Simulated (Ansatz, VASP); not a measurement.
**I in VASP and in Ansatz**

INCAR

```
SYSTEM = I
  ALGO = Normal
  EDIFF = 1E-7
  ENCUT = 520
  GGA = PS
  ISIF = 2
  ISMEAR = -1
  LASPH = .True.
  LCHARG = .False.
  LREAL = .False.
  LWAVE = .False.
  NBANDS = 22
  NELM = 100
  PREC = Accurate
  SIGMA = 0.05
```

File KPOINTS:

```
k-points
0
Gamma
  7 7 3
  0 0 0
```

File POSCAR:

```
I
1.0
    3.6350350000     -2.3950200000      0.0000000000
    3.6350350000      2.3950200000      0.0000000000
    0.0000000000      0.0000000000      9.7934400000
I
4
Direct
    0.6493000000      0.3507000000      0.3844000000
    0.1493000000      0.8507000000      0.1156000000
    0.3507000000      0.6493000000      0.6156000000
    0.8507000000      0.1493000000      0.8844000000
```

Contents of input.yaml:

```yaml
crystal:
  lattice:
    - [3.635035, -2.39502, 0.0]
    - [3.635035, 2.39502, 0.0]
    - [0.0, 0.0, 9.79344]
  atoms:
    - { symbol: I, position: [0.6493, 0.3507, 0.3844] }
    - { symbol: I, position: [0.1493, 0.8507, 0.1156] }
    - { symbol: I, position: [0.3507, 0.6493, 0.6156] }
    - { symbol: I, position: [0.8507, 0.1493, 0.8844] }
hamiltonian:
  xc: pbesol
  pseudopotentials: { kind: paw }
kpoints:
  mp_grid: { grid: [7, 7, 3] }
scf:
  occupations: { method: fermi_dirac, width: 0.05 }
output:
  forces: true
  stress: true
  eigenvalues: true
```

Alike in both runs: task single point; functional PBEsol; k mesh 7 × 7 × 3; occupations fermi-dirac, width 0.05 eV; no spin polarisation.

|  | VASP | Ansatz |
| --- | --- | --- |
| version | VASP 6.6.1 | Ansatz 0.2.0 |
| potentials or method | VASP PAW PBE potentials, release 64 (I) | Ansatz PAW |
| plane-wave cutoff (eV) | 520 | 420 |
| valence electrons in the cell | 28 | 68 |

Ansatz gave:

| Property | Result |
| --- | --- |
| gap on the k mesh at the Fermi level (eV) | 1.28 |
| least direct gap on the mesh (eV) | 1.36 |
| pressure (GPa) | 0.1 |
| largest component of the traceless stress (GPa) | 0.57 |
| rms of the force components (eV/Å) | 0.441 |

**Question.** Estimate VASP's values.

**Answer.** gap on the k mesh at the Fermi level (eV): 1.29; least direct gap on the mesh (eV): 1.37; pressure (GPa): 0.1; largest component of the traceless stress (GPa): 0.59; rms of the force components (eV/Å): 0.441.

Atom by atom the forces differ by 0.001 eV/Å (rms over components). The two sets of potentials don't hold the same shells in valence.

Caveats: spin-orbit coupling is left out, which moves the levels of the heavy elements; the PAW data sets were made with another functional, which shifts forces and pressure a little (VASP); an odd mesh through Γ misses points on the zone boundary, where band edges often lie (VASP); odd divisions of the mesh miss points on the zone boundary, where band edges often lie, so the gap on the mesh can be too wide (Ansatz); the PAW data sets come from PBE, with cores solved anew for the run's functional, which leaves a small shift of forces and pressure (Ansatz). Expect the measured gap to be larger: semilocal functionals such as PBEsol lack the derivative discontinuity.
